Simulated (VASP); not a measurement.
A run of VASP 6.6.1 is set up as follows.

INCAR

```
SYSTEM = SiO2
ALGO = Normal
EDIFF = 1E-6
EDIFFG = -0.005
ENCUT = 600
IBRION = 2
ISIF = 3
ISMEAR = -1
LASPH = .TRUE.
LCHARG = .FALSE.
LMIXTAU = .TRUE.
LREAL = .FALSE.
LWAVE = .FALSE.
METAGGA = R2SCAN
NELM = 80
NSW = 60
PREC = Accurate
SIGMA = 0.05
```

File KPOINTS:

```
k-points
0
G
  5 5 4
  0 0 0
```

POSCAR

```
SiO2
1.0
    5.0605222284      0.0000000000      0.0000000000
   -2.5302611142      4.3825408062      0.0000000000
    0.0000000000      0.0000000000      5.5413533100
Si O
3 6
Direct
    0.5000000000      0.0000000000      0.0000000000
    0.5000000000      0.5000000000      0.6666666667
    0.0000000000      0.5000000000      0.3333333333
    0.2086053700      0.7913946300      0.1666666667
    0.2086053700      0.4172107400      0.5000000000
    0.4172107400      0.2086053700      0.8333333333
    0.7913946300      0.2086053700      0.1666666667
    0.7913946300      0.5827892600      0.5000000000
    0.5827892600      0.7913946300      0.8333333333
```

Potentials or basis: VASP PAW PBE potentials, release 64 (Si, O).

Run with:

```console
$ cat potpaw_PBE.64/Si/POTCAR potpaw_PBE.64/O/POTCAR > POTCAR
$ mpirun -np 1 vasp_std > vasp.out
```

Task: Estimate the relaxed cell.

Result: a = 5.060 Å, b = 5.060 Å, c = 5.542 Å, α = 90.00°, β = 90.00°, γ = 120.00°.

Task: What does it give for the relaxed volume?

Result: 13.65 Å³/atom.

Task: Predict the band gap on the k mesh.

Result: 6.30 eV, indirect (least direct gap 6.49 eV).

Final structure:
```cif
data_structure
_symmetry_space_group_name_H-M 'P 1'
_symmetry_Int_Tables_number 1
_cell_length_a 5.0597
_cell_length_b 5.0597
_cell_length_c 5.5417
_cell_angle_alpha 90.000
_cell_angle_beta 90.000
_cell_angle_gamma 120.000
_cell_volume 122.87
loop_
_atom_site_label
_atom_site_type_symbol
_atom_site_fract_x
_atom_site_fract_y
_atom_site_fract_z
_atom_site_occupancy
Si1 Si 0.50000 0.00000 0.00000 1
Si2 Si 0.50000 0.50000 0.66667 1
Si3 Si 0.00000 0.50000 0.33333 1
O1 O 0.20843 0.79157 0.16667 1
O2 O 0.20843 0.41685 0.50000 1
O3 O 0.41685 0.20843 0.83333 1
O4 O 0.79157 0.20843 0.16667 1
O5 O 0.79157 0.58315 0.50000 1
O6 O 0.58315 0.79157 0.83333 1
```

Caveat: the PAW data sets were made with another functional, which shifts forces and pressure a little; an odd mesh through Γ misses points on the zone boundary, where band edges often lie. r2SCAN opens gaps a little over a GGA but as a rule still falls short of measured ones.
